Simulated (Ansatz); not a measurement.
CoSi2: strain and displacement

```
CELL_PARAMETERS angstrom
0.00000 2.68250 2.68250
2.68250 0.00000 2.68250
2.68250 2.68250 0.00000
ATOMIC_POSITIONS crystal
Co 0.00000 0.00000 0.00000
Si 0.25000 0.25000 0.25000
Si 0.75000 0.75000 0.75000
```

Atom numbers follow the list: Co1, Si2, Si3.

The geometry is COD entry 1008148, unchecked; take it as a test cell.

These are results of Ansatz 0.2.0, DFT, PBEsol, all-electron LAPW, scalar-relativistic, not measurements.

The runs use a Γ-centred 11×11×11 k mesh, Fermi–Dirac smearing of 0.05 eV, basis error target 1 meV/atom, spin-polarised from start moments Co1 2 μB (the moments died away, and the run ended non-magnetic).

The unchanged cell is at -5.39 GPa.

In a metal, stresses and small energies carry noise from the k mesh.

x, y and z are the Cartesian axes of the cell as listed; fractional coordinates follow a strain, and an engineering shear is twice the off-diagonal strain component.

Question: With this change (equal xy, yz and zx engineering shear strains of -3 %), what becomes of the energy and stress and forces?

Answer: Energy change +17 meV/atom; stress change (xx, yy, zz, yz, xz, xy) 0.56, 0.56, 0.56, 4.79, 4.79, 4.79 GPa, compression positive; change of the force on Si2 (0.278, 0.278, 0.278) eV/Å.

Question: With this change (equal xy, yz and zx engineering shear strains of -1 %), what becomes of the energy and stress and forces?

Answer: Energy change +2 meV/atom; stress change (xx, yy, zz, yz, xz, xy) 0.06, 0.06, 0.06, 1.51, 1.51, 1.51 GPa, compression positive; change of the force on Si2 (0.087, 0.087, 0.087) eV/Å.

With equal xy, yz and zx engineering shear strains of +2 %: energy change +7 meV/atom; stress change (xx, yy, zz, yz, xz, xy) 0.23, 0.23, 0.23, -2.76, -2.76, -2.76 GPa, compression positive; change of the force on Si3 (0.154, 0.154, 0.154) eV/Å.

Question: With this change (equal xy, yz and zx engineering shear strains of -2 %), what becomes of the energy and stress and forces?

Answer: Energy change +7 meV/atom; stress change (xx, yy, zz, yz, xz, xy) 0.25, 0.25, 0.25, 3.11, 3.11, 3.11 GPa, compression positive; change of the force on Si2 (0.180, 0.180, 0.180) eV/Å.

Question: With this change (equal xy, yz and zx engineering shear strains of +1 %), what becomes of the energy and stress and forces?

Answer: Energy change +2 meV/atom; stress change (xx, yy, zz, yz, xz, xy) 0.06, 0.06, 0.06, -1.43, -1.43, -1.43 GPa, compression positive; change of the force on Si2 (-0.080, -0.080, -0.080) eV/Å.

With equal xy, yz and zx engineering shear strains of +3 %: energy change +15 meV/atom; stress change (xx, yy, zz, yz, xz, xy) 0.52, 0.52, 0.52, -3.96, -3.96, -3.96 GPa, compression positive; change of the force on Si2 (-0.224, -0.224, -0.224) eV/Å.
